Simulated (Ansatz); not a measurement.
Tetragonal deformation path in Ti

The calculation used DFT PBE, scalar-relativistic, plane waves, PAW in Ansatz. Settings: plane waves to 420 eV, k-mesh 22×22×22 (Γ-centred), Gaussian smearing 0.15 eV. No spin polarisation. Energies are free energies at this smearing, counted from the undisturbed cell; pressure is positive in compression.

The starting cell (as given, not relaxed at this level; it stands at 4.4 GPa; this fcc form isn't the usual structure):

```
Ti
1.0
     0.00000    2.03000    2.03000
     2.03000    0.00000    2.03000
     2.03000    2.03000    0.00000
Ti
1
Direct
  0.00000 0.00000 0.00000
```

At fixed volume and fractional coordinates, lengths along (0.000, 0.000, 1.000) are scaled against those across it; ρ is that ratio over its starting value. The cell is metallic on the mesh throughout. At ρ = 0.707 the cell becomes cubic (Im-3m), and there the slope of the energy vanishes by symmetry.

ρ, ΔE (meV/atom) and a bar:
```
    0.707       46.7 #########
    0.850       24.9 #####
    1.000        0.0
    1.200       36.1 #######
    1.414      154.1 ##############################
```